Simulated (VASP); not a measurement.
## Born charge of ZnS from moved atoms

Wanted: a Born charge of ZnS from Berry phases. The cell is of the zinc-blende type, one of the forms listed for this formula, which need not be the common one. The start is a cell from a database of measured crystal structures.

Program: VASP 6.6.1. Level of theory: LDA; plane waves and PAW (Zn, S), in the first sound run; inputs show where later runs differ. Results are calculated unless marked as measured.

The database entry behind the starting cell differs from later determinations by our own check (about 0.1 % short), so it need not match the best structure at ambient conditions.

## 1. The structure

Symmetry: F-43m, No. 216, cubic system. Conventional cell: a = 5.404 Å, b = 5.404 Å, c = 5.404 Å, α = 90.00°, β = 90.00°, γ = 90.00°. Nearest to Zn lie 4 S at 2.34 Å. S has 4 Zn at 2.34 Å nearest. Farther neighbours and most contacts between anions are not listed.

Structure file:

```cif
data_structure
_symmetry_space_group_name_H-M 'F-43m'
_symmetry_Int_Tables_number 216
_cell_length_a 5.4040
_cell_length_b 5.4040
_cell_length_c 5.4040
_cell_angle_alpha 90.000
_cell_angle_beta 90.000
_cell_angle_gamma 90.000
_cell_volume 157.81
loop_
_atom_site_label
_atom_site_type_symbol
_atom_site_symmetry_multiplicity
_atom_site_Wyckoff_symbol
_atom_site_fract_x
_atom_site_fract_y
_atom_site_fract_z
_atom_site_occupancy
Zn1 Zn 4 c 0.25000 0.25000 0.25000 1
S1 S 4 a 0.00000 0.00000 0.00000 1
```

## 2. Ground state

The next steps need an insulator, so the gap is checked first.

INCAR reads:

```
SYSTEM = ZnS
PREC = Accurate
ENCUT = 400
EDIFF = 1E-07
NELM = 100
ISMEAR = 0
SIGMA = 0.01
LREAL = .FALSE.
ALGO = Normal
GGA = CA
NBANDS = 15
LORBIT = 11
LWAVE = .FALSE.
LCHARG = .FALSE.
KPAR = 2
```

POSCAR reads:

```
ZnS
1.0
    0.0000000000      2.7020000000      2.7020000000
    2.7020000000      0.0000000000      2.7020000000
    2.7020000000      2.7020000000      0.0000000000
Zn S
1 1
Direct
    0.7500000000      0.7500000000      0.7500000000
    0.0000000000      0.0000000000      0.0000000000
```

KPOINTS reads:

```
Automatic mesh
0
Gamma
8 8 8
0 0 0
```

The projector-augmented-wave data sets are Zn and S (PBE family, release 64).

The run is started by

```
> mpirun -np 2 vasp_std
```

What it wrote:

```text
[banner, memory and clock lines left out]
running    2 mpi-ranks, on    1 nodes
 distrk:  each k-point on    1 cores,    2 groups
 distr:  one band on    1 cores,    1 groups

 POSCAR found type information on POSCAR ZnS
 POSCAR found :  2 types and       2 ions
|                                                                             |
|               ----> ADVICE to this user running VASP <----                  |
|                                                                             |
|     You enforced a specific xc type in the INCAR file but a different       |
|     [... a line on the potential file left out ...]
|     I HOPE YOU KNOW WHAT YOU ARE DOING!                                     |
|                                                                             |

 LDA part: xc-table for (Slater(with rela. corr.)+CA(PZ))
 , standard interpolation
 POSCAR, INCAR and KPOINTS ok, starting setup
 FFT: planning ... GRIDC
 FFT: planning ... GRID_SOFT
 FFT: planning ... GRID
 WAVECAR not read
 entering main loop
       N       E                     dE             d eps       ncg     rms          rms(c)
DAV:   1     0.725071396090E+02    0.72507E+02   -0.73966E+03   870   0.118E+03
DAV:   2    -0.408164619156E+01   -0.76589E+02   -0.72499E+02   982   0.233E+02
DAV:   3    -0.859276209079E+01   -0.45111E+01   -0.44922E+01  1101   0.583E+01
DAV:   4    -0.863754567157E+01   -0.44784E-01   -0.44773E-01  1017   0.607E+00
DAV:   5    -0.863806510522E+01   -0.51943E-03   -0.51943E-03  1136   0.614E-01    0.615E+00
DAV:   6    -0.822888350292E+01    0.40918E+00   -0.96821E-01  1220   0.369E+01    0.483E+00
DAV:   7    -0.820996255984E+01    0.18921E-01   -0.24913E-01  1010   0.534E+00    0.236E+00
DAV:   8    -0.820456829485E+01    0.53943E-02   -0.53636E-03  1054   0.817E-01    0.613E-01
DAV:   9    -0.820404791385E+01    0.52038E-03   -0.86607E-04  1068   0.278E-01    0.810E-02
DAV:  10    -0.820407006058E+01   -0.22147E-04   -0.10929E-04  1172   0.135E-01    0.256E-02
DAV:  11    -0.820406751463E+01    0.25459E-05   -0.31188E-05  1087   0.979E-02    0.724E-03
DAV:  12    -0.820406752587E+01   -0.11240E-07   -0.20714E-06  1354   0.291E-02    0.327E-03
DAV:  13    -0.820406745171E+01    0.74164E-07   -0.36082E-07  1024   0.636E-03
   1 F= -.82040675E+01 E0= -.82040675E+01  d E =-.169242E-17
```

It took 14 s on 2 MPI ranks of AMD EPYC 7R43, shared host; peak memory 0.19 GiB.

Lines that name or quote the potential files are left out of all logs, and their timing lines are given in words.

OUTCAR, selected parts (step 2):

```text
ion  position               nearest neighbor table
   1  0.750  0.750  0.750-   2 2.34   2 2.34   2 2.34   2 2.34
   2  0.000  0.000  0.000-   1 2.34   1 2.34   1 2.34   1 2.34

  LATTYP: Found a face centered cubic cell.
 ALAT       =     5.4040000000

 Subroutine GETGRP returns: Found 24 space group operations
 (whereof 24 operations were pure point group operations)

The static configuration has the point symmetry T_d .

 Found     29 irreducible k-points:

   k-points           NKPTS =     29   k-points in BZ     NKDIM =     29   number of bands    NBANDS=     15

   dimension x,y,z NGX =    28 NGY =   28 NGZ =   28
   dimension x,y,z NGXF=    56 NGYF=   56 NGZF=   56

   ENCUT  =  400.0 eV  29.40 Ry    5.42 a.u.   6.23  6.23  6.23*2*pi/ulx,y,z

   NELECT =      18.0000    total number of electrons

 k-points in reciprocal lattice and weights: Automatic mesh
   0.00000000  0.00000000  0.00000000       0.002
   0.12500000  0.00000000  0.00000000       0.016
   0.25000000  0.00000000  0.00000000       0.016
   0.37500000  0.00000000  0.00000000       0.016
   0.50000000  0.00000000  0.00000000       0.008
   0.12500000  0.12500000  0.00000000       0.012
   0.25000000  0.12500000  0.00000000       0.047
   0.37500000  0.12500000  0.00000000       0.047
   0.50000000  0.12500000  0.00000000       0.047
[...]
-0.37500000  0.50000000  0.12500000       0.023
  -0.25000000  0.50000000  0.25000000       0.012

 average (electrostatic) potential at core
       1 -35.9384       2 -88.6896

 E-fermi :   1.9047

 k-point     1 :       0.0000    0.0000    0.0000
  band No.  band energies     occupation
    ...
      5      -4.1391      2.00000
      6      -4.1391      2.00000
      7       1.8494      2.00000
      8       1.8494      2.00000
      9       1.8494      2.00000
     10       3.7316      0.00000
     11       8.1147      0.00000
     12       8.1147      0.00000
     13       8.1147      0.00000
     14      13.3523      0.00000
    ...

 k-point     2 :       0.1250    0.0000    0.0000
  band No.  band energies     occupation
    ...
      5      -4.1408      2.00000
      6      -4.1408      2.00000
      7       0.6843      2.00000
      8       1.6987      2.00000
      9       1.6987      2.00000
     10       4.5880      0.00000
     11       8.0006      0.00000
     12       8.3713      0.00000
     13       8.3713      0.00000
     14      12.9924      0.00000
    ...

 k-point     3 :       0.2500    0.0000    0.0000
  band No.  band energies     occupation
    ...
      5      -4.1378      2.00000
      6      -4.1378      2.00000
      7      -1.0608      2.00000
      8       1.3720      2.00000
      9       1.3720      2.00000
     10       5.1288      0.00000
     11       8.6106      0.00000
     12       8.7452      0.00000
     13       8.7452      0.00000
     14      12.7696      0.00000
    ...

  Total       -1.0897170     -1.0897170     -1.0897170      0.0000000      0.0000000     -0.0000000
  in kB      -44.2525478    -44.2525478    -44.2525478      0.0000000      0.0000000     -0.0000000
  external PRESSURE =     -44.2525478 kB  Pullay stress =       0.0000000 kB

  energy-cutoff  :      400.00
  volume of cell :       39.45
      direct lattice vectors                 reciprocal lattice vectors
     0.000000000  2.702000000  2.702000000    -0.185048113  0.185048113  0.185048113
     2.702000000  0.000000000  2.702000000     0.185048113 -0.185048113  0.185048113
     2.702000000  2.702000000  0.000000000     0.185048113  0.185048113 -0.185048113

 POSITION                                       TOTAL-FORCE (eV/Angst)
 -----------------------------------------------------------------------------------
      4.05300      4.05300      4.05300         0.000000      0.000000      0.000000
      0.00000      0.00000      0.00000        -0.000000     -0.000000     -0.000000
 -----------------------------------------------------------------------------------
    total drift:                                0.000000      0.000000      0.000000

  FREE ENERGIE OF THE ION-ELECTRON SYSTEM (eV)
  ---------------------------------------------------
  free  energy   TOTEN  =        -8.2040674517 eV

  energy  without entropy=       -8.2040674517  energy(sigma->0) =       -8.20406745

 total charge
# of ion       s       p       d       tot
------------------------------------------
    1        0.537   0.489   9.803  10.830
    2        1.306   2.392   0.000   3.698
--------------------------------------------------
tot          1.843   2.881   9.803  14.528

[... 3 further parts left out ...]
```

The gap is read on the k-mesh alone, so it is an upper bound where the band edges lie off the mesh. The PAW data sets were made with PBE, though LDA sets exist; this is a small mismatch.

This step gave:

- free energy (TOTEN): -8.204 eV
- Fermi energy: 1.905 eV
- pressure: -4.425 GPa
- gap on the k-mesh: 1.882 eV
- least direct gap on the k-mesh: 1.882 eV

The cell has a gap of 1.88 eV on this mesh and a pressure of -4.4 GPa, which holds the misfit of the given cell and coordinates with this functional, and any error of cutoff, mesh and data sets.

(Continued in part 2 of 3.)

[Lines on the potential files, build, host, timing and source positions are cut from VASP's logs without a mark.]

[Logs are printed without paths, hosts, clocks, repeated set-up lines and the standing remarks that a program may print on its own settings, such as how far it seeks lower states.]

[Hosts, paths, dates, database ids (printed as entryN), source tags and the programs' standing remarks are cut or masked in the printed files.]
